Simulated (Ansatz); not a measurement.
**ZnS: how the free axis answers a strain**

ZnS, F-43m, a = 5.442 Å. The compound has several low-lying forms, and this is one of them. Ansatz: PBE, PAW, 420 eV, Γ-centred 8×8×6 mesh on 4 atoms, Gaussian smearing 0.02 eV; no spin polarisation. Series: biaxial strain in the a-b plane, c and atoms relaxed; x is the strain in per cent. The axes a, b, c are those of the computed cell (3.848, 3.848, 5.442 Å), along [1 1 0], [-1 1 0], [0 0 1] of the cell named above. y is the change of c in per cent of 5.442 Å.

| x (%) | y (%) |
| --- | --- |
| -3.0 | ? |
| -2.0 | 2.32 |
| -1.0 | 1.19 |
| 0.0 | 0.00 |
| 1.0 | -1.11 |
| 2.0 | -2.29 |
| 3.0 | -3.49 |

**Question.** Fit y = c1 x + c2 x² to the other rows, say what c1 measures, and predict the missing y.

**Answer.** Least squares on the rows shown. y = −1.158 x + 0.0005082 x². With no stress along c, c1 = −2C12/C11 = -1.158. At x = -3.0 the fit asked for gives 3.48 %. The run gave 3.44 %, so the fit is 0.04 % too high, within twice the rms miss on the fitted rows (0.03 %).